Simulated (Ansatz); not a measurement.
# NbAs (I4_1md) in Ansatz: further runs

The runs below take NbAs through single point, equation of state, with PBEsol.

All numbers are computed with Ansatz 0.2.0; they aren't measurements. Logs are shortened: lines on timing, memory, paths and dates and some standing lists are left out, and cuts for length are marked.

## 1. The crystal as given

The structure is tetragonal, space group I4_1md (No. 109). Conventional cell: a = 3.452 Å, b = 3.452 Å, c = 11.680 Å, α = 90.00°, β = 90.00°, γ = 90.00°. Nb (site symmetry 2mm) is surrounded by 6 As at 2.60 to 2.63 Å. As (site symmetry 2mm) is surrounded by 6 Nb at 2.60 to 2.63 Å.

## 2. Single point, PBEsol, 16.35 Å³/atom (volume scaled by 0.94)

Contents of input.yaml:

```yaml
crystal:
  lattice:
    - [-1.6906186857, 1.6906186857, 5.7207828749]
    - [1.6906186857, -1.6906186857, 5.7207828749]
    - [1.6906186857, 1.6906186857, -5.7207828749]
  atoms:
    - { symbol: Nb, position: [0.5, 0.0, 0.5] }
    - { symbol: Nb, position: [0.75, 0.75, 0.0] }
    - { symbol: As, position: [0.916, 0.416, 0.5] }
    - { symbol: As, position: [0.166, 0.166, 0.0] }
hamiltonian:
  xc: pbesol
  pseudopotentials: { kind: paw }
kpoints:
  mp_grid: { grid: [11, 11, 11] }
scf:
  occupations: { method: fermi_dirac, width: 0.05 }
output:
  forces: true
  stress: true
  eigenvalues: true
```

Potentials or basis: Ansatz PAW.

Launch:

```sh
$ ansatz run input.yaml --threads 2 --pin off --max-ram 5632MiB --backend cpu --events-out ev --progress --plain --runs-dir out
```

Standard output:

```text
Warning: RAYON_NUM_THREADS=2 ignored (pool sized by the plan → 2); use --threads N
basis.fft_grid_basis auto: the FFT boxes are laid along the combinations [[1, 0, 1], [0, 1, 1], [0, 0, 1]] of the cell's own vectors, 3.381, 3.381 and 6.200 Å long. The dense box has 24×24×45 points. Along the cell's own vectors, as sized, it would have 45×45×45, 3.52 times as many. Of the 8 symmetry operations that the crystal satisfies within crystal.symmetry.tolerance (time reversal apart; of a slab, those that keep its plane) the dense box along the cell's own vectors carries 8, and the one as laid loses 6 of those. basis.fft_grid_basis: typed keeps the cell's own vectors: state it where this run's energies or levels are differenced outside the engine with another run's, or held beside a run that keeps those vectors.
Engine: ansatz 0.2.0, x86_64-unknown-linux-gnu
Pseudopotentials: kind: paw
Pseudopotential: Nb, paw, valence charge 13, recommended cutoff 420 eV (normal), Nb.paw.azcp
Pseudopotential: As, paw, valence charge 15, recommended cutoff 420 eV (normal), As.paw.azcp
Functional definition: PBEsol
  exchange = pbesol_x
  correlation = pbesol_c
Crystal: 4 atoms, lattice volume = 65.404 Å³
Basis set: ecut = 420 eV, 1263 PW (Γ), FFT grids on a1+a3, a2+a3, a3, exchange–correlation on 48×48×90 points (8 copies of the dense FFT grid, shifted against one another)
Bands: 34, of which v1, the nominal top of the filled ones, is band 28 counted from 1 (27 counted from 0)
Symmetry: 8 space group operations
Space group: I41md (ITA 109), of the structure as read, at distance tolerance 4.0e-5 Å
k-points: 126 of 1331 (time reversal used)
Non-local potential: Nb, projectors of the file, l = 0: 3, l = 1: 2, l = 2: 2, l = 3: 1
Non-local potential: As, projectors of the file, l = 0: 2, l = 1: 2, l = 2: 3, l = 3: 1
PAW form: soft (Blöchl's): semilocal exchange-correlation on the pseudo side does not see the compensation charge
PAW frozen core: Nb, regenerated for the run's functional, and the local potential with it (the file was generated under x = pbe(κ = 0.804, μ = 0.2195149727645171), c = pbe(β = 0.06672455060314922))
PAW frozen core: As, regenerated for the run's functional, and the local potential with it (the file was generated under x = pbe(κ = 0.804, μ = 0.2195149727645171), c = pbe(β = 0.06672455060314922))
PAW one-centre angular grid: Nb, 590 points (default); XC on 64 Gauss nodes
PAW one-centre angular grid: As, 590 points (default); XC on 64 Gauss nodes
Initial density: superposition of atomic densities (neutral atoms: chi_scale 0, normalization atom), corrected by the library's trained network
Initial wavefunctions: pseudopotential atomic-orbital guess
Functional: x = pbesol(κ = 0.804, μ = 0.12345679012345678), c = pbesol(β = 0.046)
SCF iter   1: F=—  HF=-18619.876726 eV  |F-HF|=—  |Δ(HF+E_count)|=         —  Δρ=8.79e-3  dr2=3.96e-2  ethr=1.77e-3  ⟨swp⟩=5.8  Hψ=17348  notcnv=0
preconditioner: auto → Kerker (q_TF=auto, 2.659 Å⁻¹)  [metal: Δε(μ)=0.040 eV  Ē_g=7.353 eV  σ=0.050 eV  W_gap=0.19  n_scr=24 (ndim 8)  ℏωp=20.5 eV  f_vac=0.000  D(μ)=0.67/eV (n_scr^D=2)]
SCF iter   2: F=—  HF=-18619.870445 eV  |F-HF|=—  |Δ(HF+E_count)|=   6.28e-3  Δρ=5.02e-3  dr2=1.28e-2  ethr=7.07e-5  ⟨swp⟩=1.4  Hψ=5362  notcnv=0
SCF iter   3: F=—  HF=-18619.868228 eV  |F-HF|=—  |Δ(HF+E_count)|=   2.22e-3  Δρ=6.56e-4  dr2=2.68e-4  ethr=2.29e-5  ⟨swp⟩=2.0  Hψ=5879  notcnv=0
SCF iter   4: F=—  HF=-18619.868187 eV  |F-HF|=—  |Δ(HF+E_count)|=   4.11e-5  Δρ=1.92e-4  dr2=2.71e-5  ethr=4.79e-7  ⟨swp⟩=2.0  Hψ=7417  notcnv=0
SCF iter   5: F=—  HF=-18619.868163 eV  |F-HF|=—  |Δ(HF+E_count)|=   2.46e-5  Δρ=7.80e-5  dr2=4.92e-6  ethr=4.84e-8  ⟨swp⟩=2.0  Hψ=7469  notcnv=0  defer=2
SCF iter   6: F=—  HF=-18619.868161 eV  |F-HF|=—  |Δ(HF+E_count)|=   1.81e-6  Δρ=2.06e-5  dr2=3.93e-7  ethr=8.79e-9  ⟨swp⟩=2.0  Hψ=7470  notcnv=0  defer=2
SCF iter   7: F=-18619.868161 eV  HF=-18619.868161 eV  |F-HF|=1.00e-8  |Δ(HF+E_count)|=   1.15e-7  Δρ=4.39e-6  dr2=1.54e-8  ethr=1.79e-10  ⟨swp⟩=6.1  Hψ=16094  notcnv=0
SCF 1 converged in 7 iterations: F = -18619.868161 eV  dr2 = 1.54e-8
SCF converged after 7 iterations
Free energy (F): -18619.868161 eV
Harris-Foulkes:  -18619.868161 eV  (|F-HF|=1.00e-8)
Internal energy: -18619.862302 eV  (E = F + TS)
E sigma→0 (E₀):  -18619.865231 eV
Entropy (-TS):   -0.005859 eV (-1.465 meV/atom)
Fermi energy:    17.391159 eV
--- Per-component energies (eV) ---
  E_band       = -423.772609
  E_kinetic    = 1006.842416
  E_local      = -4154.080628  (includes V_loc(G=0)·N_el)
  E_nonlocal   = -1092.668178
  E_hartree    = 2082.434827
  E_xc         = -512.031715
  E_vxc        = -591.170501  (∫ρ·V_xc dr)
  E_paw        = -9623.208482  (= ΣΔE_a)
  E_vpaw       = 242.431960  (= ΣTr[D̂ρ^β])
  E_aug_tail   = 0.000025  (compensation charges beyond the density's cutoff)
  E_ewald      = -6329.460842
  E_core_change = 2.310275  (= ΣΔE_core)
  E_smearing   = -0.005859  (= −TS)
  E_closure    = 0.000000  (closes the sum)
  Σ components = -18619.868161   (vs F -18619.868161, Δ=0.00e0)
--- Forces (eV/Å), atoms counted from 1 ---
  atom   1  Nb     0.00000000     0.00000000    -0.37162469
  atom   2  Nb    -0.00000000     0.00000000    -0.37162469
  atom   3  As     0.00000000     0.00000000     0.37160503
  atom   4  As    -0.00000000     0.00000000     0.37160503
  max |Σ_I F_I| component: 3.93e-5 eV/Å
--- Stress (GPa, compression-positive) ---
        9.734094       0.000000      -0.000000
        0.000000       9.734094      -0.000000
       -0.000000       0.000000       9.422781
  P = ⅓ Tr σ = 9.6303 GPa (96.303 kbar)
--- Band table (eV; the first three rows and the last of 126) ---
  k-point 0: bands = ["-37.4751", "-37.4361", "-18.1355", "-18.1355", "-18.1148", "-18.1114", "-18.1084", "-18.1064", "-18.1022", "-18.0983", "-18.0983", "-18.0963", "-13.8168", "-13.6333", "-13.6333", "-13.4613", "-13.4613", "-13.4104", "3.7955", "6.3124", "10.8629", "14.3593", "15.0413", "15.0413", "15.1653", "15.5513", "15.9583", "15.9583", "18.1862", "18.8209", "20.0091", "20.6751", "20.6751", "21.3157"]
  k-point 1: bands = ["-37.4717", "-37.4344", "-18.1365", "-18.1347", "-18.1139", "-18.1108", "-18.1102", "-18.1088", "-18.1014", "-18.0985", "-18.0968", "-18.0952", "-13.8045", "-13.6547", "-13.6505", "-13.4842", "-13.4757", "-13.4076", "4.0181", "6.3728", "10.9983", "13.9609", "14.8436", "14.9287", "14.9550", "15.4560", "16.0116", "16.1746", "17.8571", "18.4215", "20.0346", "20.2852", "20.9432", "21.2758"]
  k-point 2: bands = ["-37.4623", "-37.4300", "-18.1393", "-18.1323", "-18.1159", "-18.1133", "-18.1112", "-18.1091", "-18.0991", "-18.0978", "-18.0942", "-18.0931", "-13.7789", "-13.7095", "-13.6862", "-13.5367", "-13.5133", "-13.4085", "4.6166", "6.4885", "11.4566", "13.0888", "13.7910", "14.3344", "14.5907", "15.6775", "16.3978", "16.5829", "17.6360", "17.7938", "19.6114", "20.3005", "21.3914", "21.5113"]
  k-point 125: bands = ["-37.4547", "-37.4540", "-18.1381", "-18.1378", "-18.1113", "-18.1110", "-18.1088", "-18.1082", "-18.1005", "-18.1000", "-18.0958", "-18.0954", "-13.6792", "-13.6421", "-13.6152", "-13.6047", "-13.4662", "-13.4462", "4.8916", "4.9154", "13.0895", "13.2540", "14.1809", "14.4690", "14.5829", "15.0557", "16.4445", "17.0184", "18.2142", "19.0641", "19.2618", "19.5434", "20.8301", "20.9408"]
```

Run time: 26 s. Hardware: 2 threads of Intel Xeon at 2.50GHz (Skylake/Cascade Lake), shared host; peak memory 0.49 GiB.

Results:

- Free energy: -18619.8682 eV
- Pressure: 9.6 GPa
- Largest force: 0.372 eV/Å
- Band gap on the k mesh: 0.03 eV, indirect (least direct gap 0.09 eV)

Caveat: odd divisions of the mesh miss points on the zone boundary, where band edges often lie, so the gap on the mesh can be too wide; the PAW data sets come from PBE, with cores solved anew for the run's functional, which leaves a small shift of forces and pressure.

## 3. Single point, PBEsol, 16.70 Å³/atom (volume scaled by 0.96)

input.yaml, as its differences from that of step 2:

```diff
@@ -2,5 +2,5 @@
   lattice:
-    - [-1.6906186857, 1.6906186857, 5.7207828749]
-    - [1.6906186857, -1.6906186857, 5.7207828749]
-    - [1.6906186857, 1.6906186857, -5.7207828749]
+    - [-1.7025248434, 1.7025248434, 5.7610714056]
+    - [1.7025248434, -1.7025248434, 5.7610714056]
+    - [1.7025248434, 1.7025248434, -5.7610714056]
   atoms:
```

Potentials or basis: Ansatz PAW.

Launch:

```sh
$ ansatz run input.yaml --threads 2 --pin off --max-ram 5632MiB --backend cpu --events-out ev --progress --plain --runs-dir out
```

Run time: 28 s. Hardware: 2 threads of Intel Xeon at 2.50GHz (Skylake/Cascade Lake), shared host; peak memory 0.5 GiB.

The run converged. Its results:

```yaml
Free_energy: -18619.9322 eV
Pressure: 5.2 GPa
Largest_force: 0.342 eV/Å
Band_gap_on_the_k_mesh: 0.03 eV, indirect (least direct gap 0.08 eV)
```

Caveat: odd divisions of the mesh miss points on the zone boundary, where band edges often lie, so the gap on the mesh can be too wide; the PAW data sets come from PBE, with cores solved anew for the run's functional, which leaves a small shift of forces and pressure.

## 4. Single point, PBEsol, 17.05 Å³/atom (volume scaled by 0.98)

input.yaml, as its differences from that of step 3:

```diff
@@ -2,5 +2,5 @@
   lattice:
-    - [-1.7025248434, 1.7025248434, 5.7610714056]
-    - [1.7025248434, -1.7025248434, 5.7610714056]
-    - [1.7025248434, 1.7025248434, -5.7610714056]
+    - [-1.7142667651, 1.7142667651, 5.8008041881]
+    - [1.7142667651, -1.7142667651, 5.8008041881]
+    - [1.7142667651, 1.7142667651, -5.8008041881]
   atoms:
```

Launch:

```sh
$ ansatz run input.yaml --threads 2 --pin off --max-ram 5632MiB --backend cpu --events-out ev --progress --plain --runs-dir out
```

Wall time 26 s (2 threads of Intel Xeon at 2.50GHz (Skylake/Cascade Lake), shared host); peak memory 0.5 GiB.

It converged, with:

```yaml
Free_energy: -18619.9598 eV
Pressure: 1.2 GPa
Largest_force: 0.314 eV/Å
Band_gap_on_the_k_mesh: none (metal or under the smearing width)
```

Caveat: the PAW data sets come from PBE, with cores solved anew for the run's functional, which leaves a small shift of forces and pressure.

## 5. Single point, PBEsol, 17.39 Å³/atom

input.yaml, as its differences from that of step 4:

```diff
@@ -2,5 +2,5 @@
   lattice:
-    - [-1.7142667651, 1.7142667651, 5.8008041881]
-    - [1.7142667651, -1.7142667651, 5.8008041881]
-    - [1.7142667651, 1.7142667651, -5.8008041881]
+    - [-1.72585, 1.72585, 5.84]
+    - [1.72585, -1.72585, 5.84]
+    - [1.72585, 1.72585, -5.84]
   atoms:
```

Launch:

```sh
$ ansatz run input.yaml --threads 2 --pin off --max-ram 5632MiB --backend cpu --events-out ev --progress --plain --runs-dir out
```

Wall time 34 s (2 threads of Intel Xeon at 2.50GHz (Skylake/Cascade Lake), shared host); peak memory 0.52 GiB.

It converged, with:

- Free energy: -18619.9546 eV
- Pressure: -2.3 GPa
- Largest force: 0.288 eV/Å
- Band gap on the k mesh: none (metal or under the smearing width)

Caveat: the PAW data sets come from PBE, with cores solved anew for the run's functional, which leaves a small shift of forces and pressure.

## 6. Single point, PBEsol, 17.74 Å³/atom (volume scaled by 1.02)

input.yaml, as its differences from that of step 5:

```diff
@@ -2,5 +2,5 @@
   lattice:
-    - [-1.72585, 1.72585, 5.84]
-    - [1.72585, -1.72585, 5.84]
-    - [1.72585, 1.72585, -5.84]
+    - [-1.7372798033, 1.7372798033, 5.8786766238]
+    - [1.7372798033, -1.7372798033, 5.8786766238]
+    - [1.7372798033, 1.7372798033, -5.8786766238]
   atoms:
```

Potentials or basis: Ansatz PAW.

Launch:

```sh
$ ansatz run input.yaml --threads 2 --pin off --max-ram 5632MiB --backend cpu --events-out ev --progress --plain --runs-dir out
```

It took 27 s on 2 threads of Intel Xeon at 2.50GHz (Skylake/Cascade Lake), shared host; peak memory 0.51 GiB.

Results (log left out):

```yaml
Free_energy: -18619.9202 eV
Pressure: -5.5 GPa
Largest_force: 0.264 eV/Å
Band_gap_on_the_k_mesh: none (metal or under the smearing width)
```

Caveat: the PAW data sets come from PBE, with cores solved anew for the run's functional, which leaves a small shift of forces and pressure.

## 7. Single point, PBEsol, 18.09 Å³/atom (volume scaled by 1.04)

input.yaml, as its differences from that of step 6:

```diff
@@ -2,5 +2,5 @@
   lattice:
-    - [-1.7372798033, 1.7372798033, 5.8786766238]
-    - [1.7372798033, -1.7372798033, 5.8786766238]
-    - [1.7372798033, 1.7372798033, -5.8786766238]
+    - [-1.7485611571, 1.7485611571, 5.9168509183]
+    - [1.7485611571, -1.7485611571, 5.9168509183]
+    - [1.7485611571, 1.7485611571, -5.9168509183]
   atoms:
@@ -21 +21,5 @@
   eigenvalues: true
+  write_density: true
+  write_potential: true
+  elf: true
+  volumetric_format: npy
```

Launch:

```sh
$ ansatz run input.yaml --threads 2 --pin off --max-ram 5632MiB --backend cpu --events-out ev --progress --plain --runs-dir out
```

It took 42 s on 2 threads of Intel Xeon at 2.50GHz (Skylake/Cascade Lake), shared host; peak memory 0.53 GiB.

It converged, with:

```
Free energy            : -18619.8596 eV
Pressure               : -8.4 GPa
Largest force          : 0.241 eV/Å
Band gap on the k mesh : none (metal or under the smearing width)
```

Caveat: the PAW data sets come from PBE, with cores solved anew for the run's functional, which leaves a small shift of forces and pressure.

## 8. Single point, PBEsol, 18.44 Å³/atom (volume scaled by 1.06)

input.yaml, as its differences from that of step 7:

```diff
@@ -2,5 +2,5 @@
   lattice:
-    - [-1.7485611571, 1.7485611571, 5.9168509183]
-    - [1.7485611571, -1.7485611571, 5.9168509183]
-    - [1.7485611571, 1.7485611571, -5.9168509183]
+    - [-1.7596987896, 1.7596987896, 5.9545388829]
+    - [1.7596987896, -1.7596987896, 5.9545388829]
+    - [1.7596987896, 1.7596987896, -5.9545388829]
   atoms:
@@ -21,5 +21 @@
   eigenvalues: true
-  write_density: true
-  write_potential: true
-  elf: true
-  volumetric_format: npy
```

Launch:

```sh
$ ansatz run input.yaml --threads 2 --pin off --max-ram 5632MiB --backend cpu --events-out ev --progress --plain --runs-dir out
```

Wall time 26 s (2 threads of Intel Xeon at 2.50GHz (Skylake/Cascade Lake), shared host); peak memory 0.51 GiB.

Results (log left out):

```
Free energy            : -18619.7754 eV
Pressure               : -10.9 GPa
Largest force          : 0.220 eV/Å
Band gap on the k mesh : none (metal or under the smearing width)
```

Caveat: the PAW data sets come from PBE, with cores solved anew for the run's functional, which leaves a small shift of forces and pressure.

## 9. Equation of state, PBEsol

Potentials or basis: Ansatz PAW.

No new run: the results of the series are fitted here.

What came out:

```yaml
Equilibrium_volume: 17.16 Å³/atom
Bulk_modulus_at_fixed_shape_and_positions: 179 GPa
Pressure_derivative_of_the_bulk_modulus: 4.4
```

Energy against volume, from the lowest point:
| volume (Å³/atom) | energy (meV/atom) |
| --- | --- |
| 16.351 | 22.90 |
| 16.699 | 6.89 |
| 17.047 | 0.00 |
| 17.395 | 1.28 |
| 17.743 | 9.88 |
| 18.091 | 25.05 |
| 18.438 | 46.08 |

Caveat: the cell was scaled at fixed shape and fractional positions, which overstates the stiffness of a crystal with free parameters, most of all of layers and chains.
